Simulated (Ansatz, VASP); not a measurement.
## CdSe: VASP beside Ansatz

The input INCAR:

```
SYSTEM = CdSe
ALGO = Fast
EDIFF = 1E-6
ENCUT = 520
GGA = PS
ISIF = 2
ISMEAR = 0
LASPH = .True.
LCHARG = .False.
LREAL = .False.
LWAVE = .False.
NBANDS = 16
NELM = 100
PREC = Accurate
SIGMA = 0.05
```

KPOINTS

```
k-points
0
Gamma
  10 10 10
  0 0 0
```

File POSCAR:

```
CdSe
1.0
   -0.3345440567      2.5851131655      3.0413096065
    3.0413096065     -0.3345440567      3.0413096065
    2.7067655498      2.2505691088      0.0000000000
Cd Se
1 1
Direct
    0.0000000000      0.0000000000      0.0000000000
    0.7500000000      0.7500000000      0.7500000000
```

Input for Ansatz:

```yaml
crystal:
  lattice:
    - [-0.3345440567, 2.5851131655, 3.0413096065]
    - [3.0413096065, -0.3345440567, 3.0413096065]
    - [2.7067655498, 2.2505691088, 0.0]
  atoms:
    - { symbol: Cd, position: [0.0, 0.0, 0.0] }
    - { symbol: Se, position: [0.75, 0.75, 0.75] }
basis:
  ecutwfc: 420
kpoints:
  mp_grid: { grid: [10, 10, 10] }
hamiltonian:
  xc: pbesol
scf:
  occupations: { method: gaussian, width: 0.05 }
output:
  forces: true
  stress: true
  eigenvalues: true
```

Change from the starting cell: engineering shear strain xz -0.2200, normal strain along z -0.1500.

Alike in both runs: task single point; functional PBEsol; k mesh 10 × 10 × 10; occupations gaussian, width 0.05 eV; no spin polarisation.

|  | VASP | Ansatz |
| --- | --- | --- |
| version | VASP 6.6.1 | Ansatz 0.2.0 |
| potentials or method | VASP PAW PBE potentials, release 64 (Cd, Se) | scalar-relativistic, plane waves, PAW |
| plane-wave cutoff (eV) | 520 | 420 |
| valence electrons in the cell | 18 | 36 |

|  | VASP | Ansatz | Ansatz less VASP |
| --- | --- | --- | --- |
| gap on the k mesh at the Fermi level (eV) | 0.09 | 0.09 | +0.001 |
| least direct gap on the mesh (eV) | 0.34 | 0.34 | -0.001 |
| pressure (GPa) | 19.1 | 18.2 | -0.87 |
| largest component of the traceless stress (GPa) | 19.87 | 19.39 | -0.480 |
| rms of the force components (eV/Å) | 2.075 | 2.006 | -0.0692 |

Atom by atom the forces differ by 0.069 eV/Å (rms over components). The two sets of potentials don't hold the same shells in valence.

Caveats: so large a pressure means that the cell lies far from this level's equilibrium, or that cutoff or potentials fall short (VASP); the potentials were made for another functional, which shifts forces and pressure (VASP). A k mesh can miss the band edges.
